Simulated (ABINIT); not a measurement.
Runs of ABINIT 10.8.3 (patched build) on Te. The structure is trigonal, space group P3_121 (No. 152). The conventional cell has a = 4.454 Å, b = 4.454 Å, c = 5.924 Å, α = 90.00°, β = 90.00°, γ = 120.00°. Te (site symmetry 2) is surrounded by 2 Te at 2.86 Å. 

| task | level | potentials or basis | cell | k mesh | cutoff (eV) | smearing | cutoff smearing ecutsm (Ha) | fine-grid cutoff | cutoff of the screening (Ha) | bands in the sums | wave-function cutoff in the screening (Ha) | mesh quality | gap on the mesh (eV) | pressure (GPa) | relaxed volume (Å³/atom) | largest force (eV/Å) |
| --- | --- | --- | --- | --- | --- | --- | --- | --- | --- | --- | --- | --- | --- | --- | --- | --- |
| positron lifetime | PBEsol | JTH PAW PBE v2.0 | cell relaxed at zero pressure by an earlier run | 5 × 5 × 4 | 408 | fermi-dirac 0.05 eV | 0.5 | 816.342 eV | - | - | - | not flagged | 0.38 | 0.0 | - | 0.01 |
| single point | LDA | PseudoDojo NC SR LDA v0.4.1 standard | cell relaxed | 5 × 5 × 4 | 1088 | fermi-dirac 0.05 eV | - | - | - | - | - | not flagged | 0.41 | 0.0 | - | - |
| single point | PBEsol | PseudoDojo NC SR PBEsol v0.4.1 standard | as given | 5 × 5 × 4 | 925 | fermi-dirac 0.05 eV | - | - | - | - | - | not flagged | 0.51 | -1.4 | - | 0.13 |
| relaxation of cell and atoms | LDA | PseudoDojo NC SR LDA v0.4.1 standard | relaxed | 5 × 5 × 4 | 1088 | fermi-dirac 0.05 eV | 0.5 | - | - | - | - | not flagged | 0.41 | 0.0 | 31.50 | - |
| one-shot levels of the hybrid PBE0-1/3 | PBEsol | PseudoDojo NC SR PBEsol v0.4.1 standard | as given | 4 × 4 × 3 | 925 | fixed | - | - | - | 32 | - | not flagged | (b) | - | - | - |
| single point | LDA | PseudoDojo NC SR LDA v0.4.1 standard | as given | 5 × 5 × 4 | 952 | fermi-dirac 0.05 eV | - | - | - | - | - | not flagged | 0.50 | -2.0 | - | (a) |
| relaxation of cell and atoms | PBEsol | JTH PAW PBE v2.0 | relaxed | 5 × 5 × 4 | 408 | fermi-dirac 0.05 eV | 0.5 | 816.342 eV | - | - | - | not flagged | 0.38 | 0.0 | (c) | - |
| optical spectrum | LDA | PseudoDojo NC SR LDA v0.4.1 standard | as given | 8 × 8 × 6, shifted | 952 | fixed | - | - | - | 36 | - | not flagged | - | -2.0 | - | 0.10 |

Alike in all rows: no spin polarisation.

**Question.** Fill in the values left out.

**Answer.** (a) 0.08; (b) 0.75; (c) 32.09.

Caveats: spin-orbit coupling is left out, which moves the levels of the heavy elements (some runs); an odd mesh through Γ misses points on the zone boundary, where band edges often lie (some runs); the PAW data sets were made with another functional, which shifts forces and pressure a little (some runs); the PAW basis is incomplete for the positron (some runs); the cutoff is short for stress, so the pressure is rough (some runs); spectra need much finer meshes, so this one isn't converged (some runs); independent-particle spectra lack excitons (some runs).

A k mesh can miss the band edges, and the runs leave out spin-orbit coupling on Te.

The runs don't all hold the same shells in valence.

Runs at the PBE level aren't shown here.
